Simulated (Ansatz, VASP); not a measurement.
# Be: VASP beside Ansatz

Contents of INCAR:

```
SYSTEM = Be
PREC     = Accurate       ! precision mode
ENCUT    = 520            ! plane-wave cutoff, eV
EDIFF    = 1E-7           ! SCF threshold, eV
ISMEAR   = -1             ! smearing method
SIGMA    = 0.08           ! smearing width, eV
LREAL    = .False.        ! projectors in reciprocal space
LASPH    = .True.         ! aspherical terms in the spheres
NELM     = 100            ! most SCF steps
ALGO     = Normal         ! electronic algorithm
ISIF     = 2              ! what is computed and relaxed
LWAVE    = .False.        ! write WAVECAR
LCHARG   = .False.        ! write CHGCAR
GGA      = PE             ! functional
NBANDS   = 7              ! bands
```

Contents of KPOINTS:

```
regular mesh
0
Gamma
  20 20 20
  0 0 0
```

The input POSCAR:

```
Be
1.0
    0.0000000000      1.5482849045      1.6421048677
    1.5482849045      0.0000000000      1.6421048677
    1.5482849045      1.5482849045      0.0000000000
Be
1
Direct
    0.0000000000      0.0000000000      0.0000000000
```

Input for Ansatz:

```yaml
crystal:
  lattice:
    - [0.0, 1.5482849045, 1.6421048677]
    - [1.5482849045, 0.0, 1.6421048677]
    - [1.5482849045, 1.5482849045, 0.0]
  atoms:
    - { symbol: Be, position: [0.0, 0.0, 0.0] }
kpoints:
  mp_grid: { grid: [20, 20, 20] }
scf:
  occupations: { method: fermi_dirac, width: 0.08 }
hamiltonian:
  xc: pbe
  pseudopotentials: { kind: all_electron, lapw: { basis_error: 0.0005 } }
output:
  forces: true
  stress: true
  eigenvalues: true
```

Change from the starting cell: z stretched by +4 % at fixed volume.

Alike in both runs: task single point; functional PBE; k mesh 20 × 20 × 20; occupations fermi-dirac, width 0.08 eV; no spin polarisation.

|  | VASP | Ansatz |
| --- | --- | --- |
| version | VASP 6.6.1 | Ansatz 0.2.0 |
| potentials or method | VASP PAW PBE potentials, release 64 (Be) | all-electron LAPW, scalar-relativistic |
| plane-wave cutoff (eV) | 520 | see its input |

```csv
,VASP,Ansatz,Ansatz less VASP
pressure (GPa),0.4,0.2,-0.18
largest component of the traceless stress (GPa),6.96,6.96,0.000
```

Ansatz ran all-electron here, so the differences hold the error of VASP's frozen core and of both bases.
